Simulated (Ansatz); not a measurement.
α-phase Li3N was calculated with LDA in Ansatz (plane waves, PAW).

Numerical settings: plane-wave cutoff 520 eV, 12×12×10 k mesh (along the axes of the cell as run), Fermi–Dirac smearing 0.01 eV, scalar-relativistic PAW data made under PBE.

Computed at the level's own relaxed cell.

```
CELL_PARAMETERS angstrom
      1.77159    -3.06849     0.00000
      1.77159     3.06849     0.00000
      0.00000     0.00000     3.78627
ATOMIC_POSITIONS crystal
  Li 0.33333 0.66667 0.00000
  Li 0.66667 0.33333 0.00000
  Li 0.00000 0.00000 0.50000
  N  0.00000 0.00000 0.00000
```

Problem. List the 5 lowest band energies at Γ above −25 eV (eV, relative to the valence band maximum), grouping those that round alike.

Solution. At Γ: -11.27, -1.73, -0.22 (×2), 1.34.

Ansatz is a first-principles code.
